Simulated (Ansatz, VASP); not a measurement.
# Cu in VASP and in Ansatz

```
Cu
1.0
     2.53410    0.00000    0.00000
    -1.26705    2.19459    0.00000
     0.00000    0.00000    4.11257
Cu
2
Direct
  0.33333 0.66667 0.25000
  0.66667 0.33333 0.75000
```

Alike in both runs: task single point; functional PBE; k mesh 6 × 6 × 4; collinear spin.

|  | VASP | Ansatz |
| --- | --- | --- |
| version | VASP 6.6.1 | Ansatz 0.2.0 |
| potentials or method | VASP PAW PBE potentials, release 64 (Cu) | scalar-relativistic, plane waves, PAW |
| plane-wave cutoff (eV) | 520 | 420 |
| occupations | tetrahedron | tetrahedron-uncorrected |
| valence electrons in the cell | 22 | 38 |

|  | VASP | Ansatz | Ansatz less VASP |
| --- | --- | --- | --- |
| gap on the k mesh at the Fermi level (eV) | none | none | - |
| pressure (GPa) | 9.1 | 8.5 | -0.63 |
| largest component of the traceless stress (GPa) | 1.08 | 1.20 | +0.126 |
| net moment per atom (μB) | 0.00 | 0.00 | 0.000 |

A gap of «none» marks a metal or a gap that the smearing closes. The two sets of potentials don't hold the same shells in valence. Ansatz warned: «band_table_not_solved_further».

Caveats: the k mesh is coarse (spacing up to 0.48 Å⁻¹), so the values aren't converged.
